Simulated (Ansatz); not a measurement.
The system is NaF (Villiaumite).

```xyz
2
Lattice="0.0000 2.3200 2.3200 2.3200 0.0000 2.3200 2.3200 2.3200 0.0000" Properties=species:S:1:pos:R:3 pbc="T T T"
Na    0.0000    0.0000    0.0000
F     2.3200    2.3200    2.3200
```

Base run:

| Quantity | Value |
| --- | --- |
| Program | Ansatz 0.2.0 |
| Functional | PBE |
| Potentials or basis | all-electron PAW datasets made for the crystal |
| Cutoff | 280 eV |
| Density cutoff | 1120 eV |
| k mesh | 8 × 8 × 8 |
| Occupations | fermi-dirac, width 0.05 eV |
| Spin | no spin polarisation |

Its results: band gap on the k mesh 6.29 eV, direct.

Task: After a change of settings the same cell gave: band gap on the k mesh 9.22 eV, direct. Which change was it?
A. functional from PBE to PBE0; cutoff from 280 eV to 310 eV; density cutoff from 1120 eV to 1240 eV
B. functional from PBE to PBEsol; k mesh from 8 × 8 × 8 to 10 × 10 × 10
C. functional from PBE to HSE06; cutoff from 280 eV to 310 eV; density cutoff from 1120 eV to 1240 eV

Result: A.

PBE0 gives the wider gap, since exact exchange removes part of the self-interaction.

Not every run made on this cell is shown here.
